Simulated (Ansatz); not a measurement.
# Ga: the cost of one run

Computed with Ansatz 0.2.0 (DFT PBE, scalar-relativistic, plane waves, PAW, unless a step's input says otherwise).

## 1. The starting structure

It takes space group I4/mmm (No. 139, tetragonal). The conventional cell has a = 2.769 Å, b = 2.769 Å, c = 4.622 Å, α = 90.00°, β = 90.00°, γ = 90.00°. Around Ga (site symmetry 4/mmm) lie 12 Ga at 2.77 to 3.03 Å.

As a file:

```cif
data_structure
_symmetry_space_group_name_H-M 'P 1'
_symmetry_Int_Tables_number 1
_cell_length_a 3.0290
_cell_length_b 3.0290
_cell_length_c 3.0290
_cell_angle_alpha 125.607
_cell_angle_beta 125.607
_cell_angle_gamma 80.536
_cell_volume 17.72
loop_
_atom_site_label
_atom_site_type_symbol
_atom_site_fract_x
_atom_site_fract_y
_atom_site_fract_z
_atom_site_occupancy
Ga1 Ga 0.00000 0.00000 0.00000 1
```

This is candidate A: structure listed in a database for this formula (I4/mmm, No. 139).

(A quick probe on a coarse mesh, which set the mesh and smearing, is not shown.)

## 3. The relaxation (candidate A)

input.yaml

```yaml
crystal:
  lattice:
    - [-1.3843987196, 1.3843987196, 2.3112238365]
    - [1.3843987196, -1.3843987196, 2.3112238365]
    - [1.3843987196, 1.3843987196, -2.3112238365]
  atoms:
    - { symbol: Ga, position: [0.0, 0.0, 0.0] }
basis:
  ecutwfc: 420
kpoints:
  mp_grid: { grid: [22, 22, 22] }
hamiltonian:
  xc: pbe
scf:
  occupations: { method: gaussian, width: 0.1 }
output:
  forces: true
  stress: true
  eigenvalues: true
relax:
  adjacent_minimum: "off"
  f_tol: 0.01
  max_steps: 80
  cell: { stress_tol: 0.05 }
```

**Question.** How long does this run take on 1 thread of an x86-64 CPU, shared host, and how much memory does it need?

About 22 s, with a peak of 0.54 GiB.
